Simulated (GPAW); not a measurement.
Runs of GPAW 26.7.0 on MnS. It takes space group Fm-3m (No. 225, cubic). The conventional cell has a = 5.209 Å, b = 5.209 Å, c = 5.209 Å, α = 90.00°, β = 90.00°, γ = 90.00°. Mn (site symmetry m-3m) is surrounded by 6 S at 2.60 Å. S (site symmetry m-3m) has 6 Mn at 2.60 Å as nearest neighbours. 

```csv
task,level,potentials or basis,U,k mesh,cutoff (eV),smearing,maxiter,convergence,data set,other keys,gap on the mesh (eV),pressure (GPa),moment (μB)
single point,PBE,"GPAW PAW data sets (gpaw-data 1.2.1), pw",-,7 × 7 × 7,450,fermi-dirac 0.05 eV,120,default,-,-,none,(a),(c)
hyperfine couplings,LDA,"PAW data sets generated in the run's folder for this functional, pw",-,9 × 9 × 9,600,gaussian 0.025 eV,80,-,-,"several, not listed",none,-11.5,(b)
hyperfine couplings,LDA,"the program's PAW data sets (release 1.2.1) made for this functional, other valence, pw",-,9 × 9 × 9,600,fermi-dirac 0.05 eV,150,-,Mn 7,-,none,-11.9,4.56
hyperfine couplings,WC+U,"PAW data sets generated in the run's folder for this functional, pw",Mn d U = 1 eV,9 × 9 × 9,600,fermi-dirac 0.05 eV,150,-,-,-,none,-3.3,4.86
single point,LDA,"the program's PAW data sets (release 1.2.1) made for this functional, pw",-,7 × 7 × 7,450,fermi-dirac 0.05 eV,120,default,-,-,none,-11.6,4.56
```

Alike in all rows: spin collinear, ferromagnetic start; cell as given.

Problem. Estimate the missing entries.

Solution. (a) -3.5; (b) 4.55; (c) 4.67.

Caveats: a cell with one magnetic atom can't hold antiferromagnetic order, which such compounds often take; semilocal functionals often make such compounds metallic where correlation or magnetic order opens a gap, which also shifts bond lengths (some runs); the dipolar part lacks the spin inside other atoms' spheres (some runs); the cutoff is short for stress and forces, so pressures can be off by a GPa or more (some runs).

A gap of «none» marks a metal or a gap under the smearing width.

The runs don't all hold the same shells in valence.
